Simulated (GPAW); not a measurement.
Crystal: PtSe2 (Sudovikovite).

```
Pt Se
1.0
     3.72400    0.00000    0.00000
    -1.86200    3.22508    0.00000
     0.00000    0.00000    5.06200
Pt Se
1 2
Direct
  0.00000 0.00000 0.00000
  0.66667 0.33333 0.75000
  0.33333 0.66667 0.25000
```

- Program: GPAW 26.7.0
- Task: relaxation of cell and atoms
- Functional: RPBE
- Dispersion: D4
- Potentials or basis: the program's PAW data sets (release 1.2.1) made for this functional
- Cutoff: 600 eV
- Basis: pw
- k mesh: 6 × 6 × 4
- Occupations: fermi-dirac, width 0.05 eV
- Spin: no spin polarisation

At the start: pressure 2.1 GPa; volume 20.27 Å³/atom.

How do energy, volume and symmetry change on relaxing?

Over 13 steps the energy falls by 33.9 meV/atom and the volume is 19.20 Å³/atom (-5.3 %); space group P-3m1 (No. 164, to 0.05 Å).

Step by step:
| step | energy change (eV) | largest force (eV/Å) | pressure (GPa) | volume (Å³) |
| --- | --- | --- | --- | --- |
| 1 | 0.0000 | 0.7574 | 2.06 | 60.80 |
| 2 | -0.0167 | 0.5800 | 0.81 | 61.02 |
| 3 | -0.0398 | 0.1482 | -2.02 | 61.39 |
| 4 | -0.0451 | 0.0607 | -2.40 | 61.24 |
| 5 | -0.0652 | 0.2267 | -2.73 | 60.01 |
| 6 | -0.0761 | 0.2835 | -1.75 | 58.92 |
| 7 | -0.0849 | 0.1607 | 0.09 | 57.92 |
| 8 | -0.0879 | 0.0406 | 0.80 | 57.73 |
| 9 | -0.0908 | 0.0424 | 1.16 | 57.63 |
| 10 | -0.0966 | 0.1303 | 1.29 | 57.49 |
| 11 | -0.1004 | 0.1088 | 0.79 | 57.46 |
| 12 | -0.1014 | 0.0393 | 0.22 | 57.54 |
| 13 | -0.1016 | 0.0054 | 0.02 | 57.60 |

Final structure:
```
Pt Se
1.0
     3.75541    0.00000    0.00001
    -1.87771    3.25228   -0.00001
     0.00001   -0.00001    4.71577
Pt Se
1 2
Direct
  0.00000 0.00000 0.00000
  0.66667 0.33333 0.72724
  0.33333 0.66667 0.27276
```

Caveat: later steps reuse the first step's grids; pairwise dispersion overbinds metals, which lowers pressure and volume.
